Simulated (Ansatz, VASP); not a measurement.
**Pt in VASP and in Ansatz**

File INCAR:

```
SYSTEM = Pt
  PREC = Accurate
  ENCUT = 520
  EDIFF = 1E-7
  ISMEAR = -1
  SIGMA = 0.03
  LREAL = .False.
  LASPH = .True.
  NELM = 100
  ALGO = Normal
  ISIF = 2
  LWAVE = .False.
  LCHARG = .False.
  GGA = PE
  NBANDS = 11
```

KPOINTS

```
Automatic mesh
0
Gamma
  18 18 18
  0 0 0
```

POSCAR

```
Pt
1.0
    0.0000000000      1.9579000000      1.9579000000
    1.9579000000      0.0000000000      1.9579000000
    1.9579000000      1.9579000000      0.0000000000
Pt
1
Direct
    0.0000000000      0.0000000000      0.0000000000
```

Input for Ansatz:

```yaml
crystal:
  lattice:
    - [0.0, 1.9579, 1.9579]
    - [1.9579, 0.0, 1.9579]
    - [1.9579, 1.9579, 0.0]
  atoms:
    - { symbol: Pt, position: [0.0, 0.0, 0.0] }
kpoints:
  mp_grid: { grid: [18, 18, 18] }
scf:
  occupations: { method: fermi_dirac, width: 0.03 }
hamiltonian:
  xc: pbe
  pseudopotentials: { kind: all_electron, lapw: { basis_error: 0.00025 } }
output:
  forces: true
  stress: true
  eigenvalues: true
basis:
  ecutwfc: 400
```

Alike in both runs: task single point; functional PBE; k mesh 18 × 18 × 18; occupations fermi-dirac, width 0.03 eV; no spin polarisation.

```csv
,VASP,Ansatz
version,VASP 6.6.1,Ansatz 0.2.0
potentials or method,"VASP PAW PBE potentials, release 64 (Pt)","all-electron LAPW, scalar-relativistic"
plane-wave cutoff (eV),520,see its input
```

```csv
,VASP,Ansatz,Ansatz less VASP
pressure (GPa),10.9,11.4,+0.50
```

Ansatz ran all-electron here, so the differences hold the error of VASP's frozen core and of both bases.

The runs have no spin-orbit coupling, so splittings on Pt are missing.
